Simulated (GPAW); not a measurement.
Runs of GPAW 26.7.0 on ZrS2. Symmetry: P-3m1, No. 164, trigonal system. The conventional cell has a = 3.691 Å, b = 3.691 Å, c = 6.041 Å, α = 90.00°, β = 90.00°, γ = 120.00°. Around Zr (site symmetry -3m) lie 6 S at 2.57 Å. S (site symmetry 3m) is surrounded by 3 Zr at 2.57 Å. The cell is a database's computed one.

```tsv
task	level	potentials or basis	spin	cell	k mesh	smearing	band path	band points	spin axis theta (degrees)	spin axis phi (degrees)	soc after scf	gap on the mesh (eV)	pressure (GPa)	largest force (eV/Å)
band structure	PBEsol	PAW data sets generated in the run's folder for this functional, pw	SOC, no magnetisation	as given	6 × 6 × 4	fermi-dirac 0.05 eV	GMKGALHA,LM,KH	80	0	0	second variation	0.98	-2.7	(c)
relaxation of cell and atoms	BLYP+D3(BJ)	PAW data sets generated in the run's folder for this functional, pw	off	relaxed to 5 GPa	8 × 8 × 5	fermi-dirac 0.05 eV	-	-	-	-	-	0.25	4.9	0.01
relaxation of cell and atoms	BLYP+D4	PAW data sets generated in the run's folder for this functional, pw	off	relaxed to 20 GPa	8 × 8 × 5	fermi-dirac 0.05 eV	-	-	-	-	-	none	20.0	-
single point	PBE	GPAW PAW data sets (gpaw-data 1.2.1), pw	off	as given	8 × 8 × 5	gaussian 0.029 eV	-	-	-	-	-	1.05	0.2	(a)
band structure	revPBE	the program's PAW data sets (release 1.2.1) made for this functional, pw	off	as given	8 × 8 × 5	fermi-dirac 0.05 eV	GMKGALHA,LM,KH	80	-	-	-	1.09	1.8	(b)
```

Alike in all rows: cutoff (eV) 600.

Q: Fill in the values left out.

A: (a) 0.02; (b) 0.08; (c) 0.18.

Caveats: this functional lacks dispersion, which binds the layers, so the pressure and a relaxed spacing across them are unreliable (some runs); later steps reuse the first step's grids (some runs); an odd mesh through Γ misses points on the zone boundary, where band edges often lie (some runs); spin-orbit coupling was added after a scalar SCF, so levels and gaps hold it while energy, forces, pressure and moments don't (some runs); this program's spin-orbit splittings come out too wide for heavy elements (some runs).

A k mesh can miss the band edges, and rows without SOC leave out spin-orbit coupling on Zr.

A gap of «none» marks a metal or a gap under the smearing width.
